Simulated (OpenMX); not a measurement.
The system is ZrN.

```xyz
2
Lattice="0.0000 2.3000 2.3000 2.3000 0.0000 2.3000 2.3000 2.3000 0.0000" Properties=species:S:1:pos:R:3 pbc="T T T"
Zr    2.3000    2.3000    2.3000
N     0.0000    0.0000    0.0000
```

| Item | Value |
| --- | --- |
| Program | OpenMX 3.8.5 |
| Task | single point |
| Functional | PBE |
| Potentials or basis | OpenMX 2013 PBE set, Zr7.0-s3p2d2, N6.0-s2p2d1, grid cutoff 400 Ry |
| k mesh | 11 × 11 × 11 |
| Occupations | fermi-dirac, width 0.05 eV |
| Spin | no spin polarisation |

On this cell: pressure 3.0 GPa; largest force zero by symmetry; band gap on the k mesh none (metal or under the smearing width).

The same run follows on a disturbed copy (atoms moved at random, drawn with an rms of 0.05 Å):

```
Zr N
1.0
     0.00000    2.30000    2.30000
     2.30000    0.00000    2.30000
     2.30000    2.30000    0.00000
Zr N
1 1
Direct
  0.49908 0.50418 0.49783
  0.00043 0.99544 0.00642
```

Task: What changes?

Result: The energy (extrapolated to zero smearing) moves by +2.2 meV/atom; pressure 3.1 GPa; largest force 0.326 eV/Å; band gap on the k mesh none (metal or under the smearing width).

Forces in eV/Å, atoms in the order of the input:
```
Zr  -0.006  0.261 -0.196
N    0.004 -0.258  0.193
```

Caveats: the basis of atomic orbitals isn't converged, which shifts pressures, moduli and gaps.
